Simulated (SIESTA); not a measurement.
Mo:

```
CELL_PARAMETERS angstrom
-1.59439 1.59130 1.58454
1.61239 -1.54306 1.55430
1.60659 1.55526 -1.53630
ATOMIC_POSITIONS crystal
Mo 0.99511 0.97150 0.97202
```

The cell isn't the ideal one: cell strained at random at fixed volume.

Base run:

* Program: SIESTA 5.4.2
* Functional: PBE
* Potentials or basis: PseudoDojo 0.4 standard (PBE files)
* Basis: DZP (energy shift 0.003 Ry; two zetas on semicore shells)
* Grid cutoff: 800 Ry
* Energy shift: 0.003 Ry
* k mesh: 12 × 12 × 12
* Occupations: fermi-dirac, width 0.05 eV
* Spin: no spin polarisation

Its results: band gap on the k mesh none (metal or under the smearing width); pressure 1.3 GPa.

Problem. The run is repeated on the same cell with these changes: functional from PBE to PBEsol; potentials or basis from PseudoDojo 0.4 standard (PBE files) to PseudoDojo 0.4 standard (PBEsol files). What comes out?

Solution. Band gap on the k mesh none (metal or under the smearing width); pressure -6.3 GPa.

Caveats: the basis of atomic orbitals isn't converged, which shifts pressures, moduli and gaps.
